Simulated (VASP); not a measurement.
# C (Fmmm) in VASP: notebook

The runs below take C through single point, with LDA, PBE, PBEsol.

All numbers are computed with VASP 6.6.1; they aren't measurements. Logs are shortened: lines on timing, memory, paths and dates and some standing lists are left out, and cuts for length are marked.

### 1 Starting point

It takes space group Fmmm (No. 69, orthorhombic). The conventional cell has a = 2.461 Å, b = 4.263 Å, c = 6.708 Å, α = 90.00°, β = 90.00°, γ = 90.00°. C (site symmetry m2m) is surrounded by 3 C at 1.42 Å.

The cell was built by a generator and needn't be a form met in nature.

### 2 Single point, LDA

Contents of INCAR:

```
ALGO = Normal
EDIFF = 1E-6
ENCUT = 520
GGA = CA
ISIF = 2
ISMEAR = -1
LASPH = True
LCHARG = True
LELF = True
LREAL = False
LVHAR = True
LWAVE = False
NBANDS = 16
NELM = 80
PREC = Accurate
SIGMA = 0.05
```

Contents of KPOINTS:

```
k-points
0
Gamma
  16 16 4
```

Contents of POSCAR:

```
C
1.0
    2.4610000000      0.0000000000      0.0000000000
   -1.2305000000      2.1312885187      0.0000000000
    0.0000000000      0.0000000000      6.7080000000
C
4
Direct
    0.0000000000      0.0000000000      0.2500000000
    0.3333333333      0.6666666667      0.2500000000
    0.5000000000      0.0000000000      0.7500000000
    0.8333333333      0.6666666667      0.7500000000
```

Potentials or basis: VASP PAW LDA potentials, release 64 (C).

Run with:

```console
cat potpaw_LDA.64/C/POTCAR > POTCAR
mpirun -np 1 vasp_std > vasp.out
```

OUTCAR:

```text
EDIFF = 1E-6
   ENCUT = 520
   GGA = CA
   ISIF = 2
   ISMEAR = -1
   LASPH = True
   LREAL = False
   NELM = 80
   PREC = Accurate

 ion  position               nearest neighbor table
   1  0.000  0.000  0.250-   2 1.42   2 1.42   2 1.42
   2  0.333  0.667  0.250-   1 1.42   1 1.42   1 1.42
   3  0.500  0.000  0.750-   4 1.42   4 1.42   4 1.42
   4  0.833  0.667  0.750-   3 1.42   3 1.42   3 1.42

  LATTYP: Found a hexagonal cell.
 ALAT       =     2.4610000000
 C/A-ratio  =     2.7257212515

  Lattice vectors:

 A1 = (   2.4610000000,   0.0000000000,   0.0000000000)
 A2 = (  -1.2305000000,   2.1312885187,   0.0000000000)
 A3 = (   0.0000000000,   0.0000000000,   6.7080000000)

Analysis of symmetry for initial positions (statically):
=====================================================================
 Subroutine PRICEL returns following result:

  LATTYP: Found a face centered orthorhombic cell.
 ALAT       =     2.4610000000
 B/A-ratio  =     1.7320508076
 C/A-ratio  =     2.7257212515

  Lattice vectors:

 A1 = (   0.0000000000,   2.1312885187,  -3.3540000000)
 A2 = (  -1.2305000000,   0.0000000000,  -3.3540000000)
 A3 = (  -1.2305000000,   2.1312885187,   0.0000000000)

   2 primitive cells build up your supercell.

 Routine SETGRP: Setting up the symmetry group for a
 hexagonal supercell.

 Subroutine GETGRP returns: Found  8 space group operations
 (whereof  2 operations were pure point group operations)
 out of a pool of 24 trial point group operations.

The static configuration has the point symmetry C_1h.
 The point group associated with its full space group is D_2h.

Analysis of symmetry for dynamics (positions and initial velocities):
=====================================================================
 Subroutine PRICEL returns following result:

  LATTYP: Found a face centered orthorhombic cell.
 ALAT       =     2.4610000000
 B/A-ratio  =     1.7320508076
 C/A-ratio  =     2.7257212515

  Lattice vectors:

 A1 = (   0.0000000000,   2.1312885187,  -3.3540000000)
 A2 = (  -1.2305000000,   0.0000000000,  -3.3540000000)
 A3 = (  -1.2305000000,   2.1312885187,   0.0000000000)

   2 primitive cells build up your supercell.

 Routine SETGRP: Setting up the symmetry group for a
[... 103 lines left out ...]
   LSORBIT =      F    spin-orbit coupling
   LASPH  =      T    aspherical Exc in radial PAW
   ENCUT  =  520.0 eV  38.22 Ry    6.18 a.u.   4.58  4.58 12.47*2*pi/ulx,y,z
   NELM   =     80;   NELMIN=  2; NELMDL= -5     # of ELM steps
   EDIFF  = 0.1E-05   stopping-criterion for ELM
   LREAL  =      F    real-space projection
   EDIFFG = 0.1E-04   stopping-criterion for IOM
   NSW    =      0    number of steps for IOM
   IBRION =     -1    ionic relax: 0-MD 1-quasi-New 2-CG
   NFREE  =      0    steps in history (QN), initial steepest desc. (CG)
   ISIF   =      2    stress and relaxation
   ISYM   =      2    0-nonsym 1-usesym 2-fastsym
   POTIM  = 0.5000    time-step for ionic-motion
   TEBEG  =    0.0;   TEEND  =   0.0 temperature during run
   PSTRESS=    0.0 pullay stress
   NELECT =      16.0000    total number of electrons
   NUPDOWN=      -1.0000    fix difference up-down
   EMIN   =  10.00;   EMAX   =-10.00  energy-range for DOS
   EFERMI =   0.00;   METHOD = LEGACY
   ISMEAR =    -1;   SIGMA  =   0.05  broadening in eV -4-tet -1-fermi 0-gaus
   EFERMI_NEDOS =   21; number of points for ismear=-14 and -15
   IALGO  =     38    algorithm
   IMIX   =      4    mixing-type and parameters
     AMIX     =   0.40;   BMIX     =  1.00
     AMIX_MAG =   1.60;   BMIX_MAG =  1.00
  volume/ion in A,a.u.               =       8.80        59.36
  Fermi-wavevector in a.u.,A,eV,Ry     =   1.258923  2.379020 21.563700  1.584887
  Thomas-Fermi vector in A             =   2.392508
   LORBIT       =      0    0 simple, 1 ext, 2 COOP (PROOUT), +10 PAW based schemes
   GGA     = CA    functional components
   LHFCALC =     F    Hartree Fock is set to
   AEXX    =    0.0000 exact exchange contribution
   IVDW    =     0    specifies the selected vdW correction
   LEPSILON=     F    determine dielectric tensor
   LRPA    =     F    only Hartree local field effects (RPA)
 non-spin polarized calculation
  energy-cutoff  :      520.00
  volume of cell :       35.18
 maximum number of plane-waves:       979
   NGX =  9   NGY =  9   NGZ = 25

 number of electron      15.9999993 magnetization

 Free energy of the ion-electron system (eV)
  ---------------------------------------------------
  ext. energy  EPLUGINS =         0.00000000
  ---------------------------------------------------
  free energy    TOTEN  =       -40.43322664 eV

  energy without entropy =      -40.43285898  energy(sigma->0) =      -40.43304281

 E-fermi :   4.5102     XC(G=0): -10.7638

 val. band max:        4.3873863206   @ k =   0.3125   0.3125   0.0000
 cond. band min:       4.5610175024   @ k =   0.3750   0.3125   0.0000
 fundamental gap:      0.1736311817
 Fermi energy:         4.5101797783

 k-point     1 :       0.0000    0.0000    0.0000
  band No.  band energies     occupation
      1     -14.8860      2.00000
      2     -14.5643      2.00000
      3      -4.0370      2.00000
      4      -1.9745      2.00000
      5       1.5734      2.00000
      6       1.5853      2.00000
[... 433 lines left out ...]
      3      -2.5748      2.00000
      4      -1.9890      2.00000
      5      -1.9121      2.00000
      6      -0.6124      2.00000
[... 8 lines left out ...]
     15      16.5587      0.00000
     16      16.5966      0.00000

 [... further k-points ...]

------------------------ aborting loop because EDIFF is reached ----------------------------------------

  FORCE on cell =-STRESS in cart. coord.  units (eV):
  Direction    XX          YY          ZZ          XY          YZ          ZX
  --------------------------------------------------------------------------------------
  -------------------------------------------------------------------------------------
  Total       -1.4755002     -1.6379881      0.0189350      0.0000000      0.0000000      0.0000000
  in kB      -67.1897366    -74.5889382      0.8622420      0.0000000      0.0000000      0.0000000
  external PRESSURE =     -46.9721442 kB  Pullay stress =       0.0000000 kB

 VOLUME and BASIS-vectors are now :
 -----------------------------------------------------------------------------
  energy-cutoff  :      520.00
  volume of cell :       35.18
      direct lattice vectors                 reciprocal lattice vectors
     2.461000000  0.000000000  0.000000000     0.406338887  0.234599866  0.000000000
    -1.230500000  2.131288519  0.000000000     0.000000000  0.469199731  0.000000000
     0.000000000  0.000000000  6.708000000     0.000000000  0.000000000  0.149075730

 POSITION                                       TOTAL-FORCE (eV/Angst)
 -----------------------------------------------------------------------------------
      0.00000      0.00000      1.67700         0.000000      0.009620     -0.000000
     -0.00000      1.42086      1.67700         0.000000     -0.009620      0.000000
      1.23050      0.00000      5.03100         0.000000      0.009620     -0.000000
      1.23050      1.42086      5.03100         0.000000     -0.009620      0.000000
 -----------------------------------------------------------------------------------
    total drift:                                0.000000     -0.000000     -0.000000

  FREE ENERGIE OF THE ION-ELECTRON SYSTEM (eV)
  ---------------------------------------------------
  free  energy   TOTEN  =       -40.4332266373 eV

  energy  without entropy=      -40.4328589754  energy(sigma->0) =      -40.43304281
```

stdout:

```text
POSCAR found type information on POSCAR C
 POSCAR found :  1 types and       4 ions
 scaLAPACK will be used
 LDA part: xc-table for (Slater(with rela. corr.)+CA(PZ))
 , standard interpolation
 POSCAR, INCAR and KPOINTS ok, starting setup
 FFT: planning ... GRIDC
 FFT: planning ... GRID_SOFT
 FFT: planning ... GRID
 WAVECAR not read
 entering main loop
```

Run time: 60 s. Hardware: 1 thread of Intel Xeon Platinum 8488C (Sapphire Rapids), shared host; peak memory 0.19 GiB.

Results:

```
Free energy            : -40.4332 eV
Pressure               : -4.7 GPa
Largest force          : 0.010 eV/Å
Band gap on the k mesh : 0.17 eV
```

Forces in eV/Å, atoms in the order of the input:
```
C    0.000  0.010  0.000
C    0.000 -0.010  0.000
C    0.000  0.010  0.000
C    0.000 -0.010  0.000
```

Stress tensor (GPa, compression positive):
```
-6.72  0.00  0.00
 0.00 -7.46  0.00
 0.00  0.00  0.09
```

Levels at points of the mesh, in eV from the valence-band top:
```tsv
k point	band 6	band 7	band 8	band 9	band 10	band 11
(0.00, 0.00, 0.00)	-2.80	-2.79	-2.78	4.07	8.48	8.51
(0.50, 0.00, 0.00)	-6.18	-2.28	-2.28	2.04	2.04	7.73
(0.00, 0.50, 0.00)	-6.16	-2.87	-1.37	1.05	2.69	7.53
(0.00, 0.00, 0.50)	-2.80	-2.80	-2.80	6.73	6.73	8.53
(0.50, 0.00, 0.50)	-6.18	-2.17	-2.17	1.78	1.78	7.73
(0.00, 0.50, 0.50)	-6.18	-2.17	-2.17	1.79	1.79	7.73
```

(Part 1 of 2 ends here.)
